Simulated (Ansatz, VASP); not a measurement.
# One calculation of Cu, two programs

POSCAR

```
Cu
1.0
    0.0000000000      1.8075000000      1.8075000000
    1.8075000000      0.0000000000      1.8075000000
    1.8075000000      1.8075000000      0.0000000000
Cu
1
Direct
    0.0000000000      0.0000000000      0.0000000000
```

The input INCAR.step1:

```
SYSTEM = Cu
ALGO = Normal
EDIFF = 1E-5
ENCUT = 600
GGA = PE
ISMEAR = -1
LASPH = .True.
LCHARG = .False.
LREAL = .False.
LWAVE = .True.
NELM = 80
PREC = Accurate
SIGMA = 0.05
```

INCAR.step2

```
SYSTEM = Cu
AEXX = 0.2
AGGAC = 0.81
AGGAX = 0.72
ALDAC = 0.19
ALGO = Normal
EDIFF = 1E-7
EDIFFG = -0.01
ENCUT = 600
GGA = B3
IBRION = 2
ISIF = 3
ISMEAR = -1
ISTART = 1
LASPH = .True.
LCHARG = .False.
LHFCALC = .True.
LREAL = .False.
LWAVE = .False.
NELM = 80
NSW = 40
PREC = Accurate
PRECFOCK = Normal
SIGMA = 0.05
```

File KPOINTS:

```
k-points
0
Gamma
  7 7 7
  0 0 0
```

input.yaml

```yaml
crystal:
  lattice:
    - [0.0, 1.8075, 1.8075]
    - [1.8075, 0.0, 1.8075]
    - [1.8075, 1.8075, 0.0]
  atoms:
    - { symbol: Cu, position: [0.0, 0.0, 0.0] }
hamiltonian:
  xc: b3lyp
  pseudopotentials: { kind: paw }
kpoints:
  mp_grid: { grid: [7, 7, 7] }
scf:
  occupations: { method: fermi_dirac, width: 0.05 }
output:
  forces: true
  stress: true
  write_density: true
  write_potential: true
  elf: true
  volumetric_format: npy
relax:
  f_tol: 0.01
  max_steps: 40
  cell: { stress_tol: 0.05 }
```

Alike in both runs: task relaxation of cell and atoms; functional B3LYP; k mesh 7 × 7 × 7; occupations fermi-dirac, width 0.05 eV; no spin polarisation.

|  | VASP | Ansatz |
| --- | --- | --- |
| version | VASP 6.6.1 | Ansatz 0.2.0 |
| potentials or method | VASP PAW PBE potentials, release 64 (Cu) | Ansatz PAW |
| plane-wave cutoff (eV) | 600 | 420 |
| valence electrons in the cell | 11 | 19 |

```tsv
	VASP	Ansatz	Ansatz less VASP
gap on the k mesh at the Fermi level, each at its own relaxed structure (eV)	none	none	-
relaxed volume (Å³/atom)	12.59	12.53	-0.056
relaxed cell length with the largest relative difference (Å)	2.611	2.607	-0.0039
energy change over the relaxation (meV/atom)	-19	-16	+2.7
```

A gap of «none» marks a metal or a gap that the smearing closes. The two sets of potentials don't hold the same shells in valence.

Caveats: the k mesh is coarse (spacing up to 0.43 Å⁻¹), so the values aren't converged, least of all with exact exchange; the PAW data sets were made with another functional, which shifts forces and pressure a little (VASP); the plane-wave basis is chosen anew once the cell has moved, so the energies of steps on either side of that aren't comparable (Ansatz); the PAW data sets come from PBE, with cores solved anew for the run's functional, which leaves a small shift of forces and pressure (Ansatz). Zero-point motion and thermal expansion aren't in these numbers.
